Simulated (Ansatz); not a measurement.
Input and command of a calculation in Ansatz (plane waves; scalar-relativistic PAW potentials unless the input names others):

```yaml
crystal:
  lattice:
    - [3.0909259841, 0.0, 0.0]
    - [0.0, 6.1818519682, 0.0]
    - [0.0, 0.0, 6.2339113743]
  atoms:
    - { symbol: In, position: [0.0, 0.5, 0.0] }
    - { symbol: In, position: [0.0, 0.0, 0.0] }
    - { symbol: Sb, position: [0.0, 0.0, 0.5] }
    - { symbol: Sb, position: [0.0, 0.5, 0.5] }
basis:
  ecutwfc: 30
kpoints:
  mp_grid: { grid: [12, 6, 6] }
hamiltonian:
  xc: pbe
scf:
  occupations: { method: gaussian, width: 0.15 }
  max_iter: 80
output:
  forces: true
  eigenvalues: true
  stress: true
```

```bash
ansatz run input.yaml --threads 1 --pin off --max-ram 2560MiB --backend cpu --events-out ev --progress --plain --runs-dir out
```

Abridged log:
```
Basis set: ecut = 30 eV, 39 PW (Γ), exchange–correlation on 16×24×24 points (8 copies of the dense FFT grid, shifted against one another)
Bands: 34, of which v1, the nominal top of the filled ones, is band 28 counted from 1 (27 counted from 0)
Symmetry: 16 space group operations
k-points: 112 of 432
SCF iter   1: F=—  HF=-22862.668538 eV  |F-HF|=—  |Δ(HF+E_count)|=         —  Δρ=1.28e0  dr2=2.30e3  ethr=1.77e-3  ⟨swp⟩=1.0  Hψ=5006  notcnv=0
SCF iter   2: F=—  HF=-21496.309224 eV  |F-HF|=—  |Δ(HF+E_count)|=    1.37e3  Δρ=1.64e-1  dr2=7.36e1  ethr=1.77e-3  ⟨swp⟩=3.7  Hψ=18275  notcnv=0  defer=12
SCF iter   3: F=—  HF=-21457.498800 eV  |F-HF|=—  |Δ(HF+E_count)|=    3.88e1  Δρ=4.84e-2  dr2=7.83e0  ethr=1.77e-3  ⟨swp⟩=2.2  Hψ=6769  notcnv=0  defer=50
SCF iter   4: F=—  HF=-21452.890667 eV  |F-HF|=—  |Δ(HF+E_count)|=    4.61e0  Δρ=8.04e-3  dr2=2.69e-1  ethr=1.77e-3  ⟨swp⟩=1.8  Hψ=5986  notcnv=0  defer=44
SCF iter   5: F=—  HF=-21452.778013 eV  |F-HF|=—  |Δ(HF+E_count)|=   1.13e-1  Δρ=1.11e-3  dr2=3.14e-3  ethr=4.81e-4  ⟨swp⟩=1.4  Hψ=4899  notcnv=0  defer=27
SCF iter   6: F=—  HF=-21452.776386 eV  |F-HF|=—  |Δ(HF+E_count)|=   1.63e-3  Δρ=1.70e-4  dr2=7.04e-5  ethr=5.61e-6  ⟨swp⟩=1.8  Hψ=4488  notcnv=0  defer=25
SCF iter   7: F=—  HF=-21454.559816 eV  |F-HF|=—  |Δ(HF+E_count)|=    1.78e0  Δρ=8.76e-5  dr2=9.28e-6  ethr=1.26e-7  ⟨swp⟩=2.2  Hψ=6870  notcnv=0  defer=25
SCF iter   8: F=—  HF=-21454.559812 eV  |F-HF|=—  |Δ(HF+E_count)|=   4.04e-6  Δρ=1.04e-5  dr2=2.85e-7  ethr=1.66e-8  ⟨swp⟩=1.1  Hψ=3754  notcnv=0  defer=25
SCF iter   9: F=-21454.559812 eV  HF=-21454.559812 eV  |F-HF|=5.74e-9  |Δ(HF+E_count)|=   1.37e-7  Δρ=3.35e-6  dr2=1.38e-8  ethr=1.79e-10  ⟨swp⟩=4.9  Hψ=10976  notcnv=0
SCF 1 converged in 9 iterations: F = -21454.559812 eV  dr2 = 1.38e-8
SCF converged after 9 iterations
Free energy (F): -21454.559812 eV
Harris-Foulkes:  -21454.559812 eV  (|F-HF|=5.74e-9)
Internal energy: -21454.529131 eV  (E = F + TS)
E sigma→0 (E₀):  -21454.544471 eV
Entropy (-TS):   -0.030681 eV (-7.670 meV/atom)
Fermi energy:    24.259215 eV
--- Forces (eV/Å), atoms counted from 1 ---
  atom   1  In     0.00000000     0.00000000     0.00000000
  atom   2  In     0.00000000     0.00000000     0.00000000
  atom   3  Sb     0.00000000     0.00000000     0.00000000
  atom   4  Sb     0.00000000     0.00000000     0.00000000
--- Stress (GPa, compression-positive) ---
    -1076.929752       0.000000       0.000000
        0.000000   -1077.209918       0.000000
        0.000000       0.000000   -1117.750185
  P = ⅓ Tr σ = -1090.6300 GPa (-10906.300 kbar)
```

Find the fault.

The fault is a cutoff far too low (basis.ecutwfc: 420 → 30, the first being the value of the sound run). Setting it back cures it. The log, from which this was withheld above, says: «Warning: basis.ecutwfc = 30 eV is below the records' recommended 420 eV, and the density's cutoff is lower with it unless basis.ecutrho_ratio is high enough to keep the records' density cutoff: compare with a run at a higher cutoff» The run converged all the same, with an energy at zero smearing 677.5 eV/atom above the reference's, pressure -1090.63 GPa, largest force 0.000 eV/Å, no gap on the mesh, so convergence alone doesn't show that an input is right. A reference run from the same start on usual settings converged with pressure -0.19 GPa, largest force 0.000 eV/Å, no gap on the mesh.

The run took 0.79 s on 1 thread of AMD EPYC 9R45 96-Core Processor (Zen 5), on a shared host, peak memory 0.34 GiB.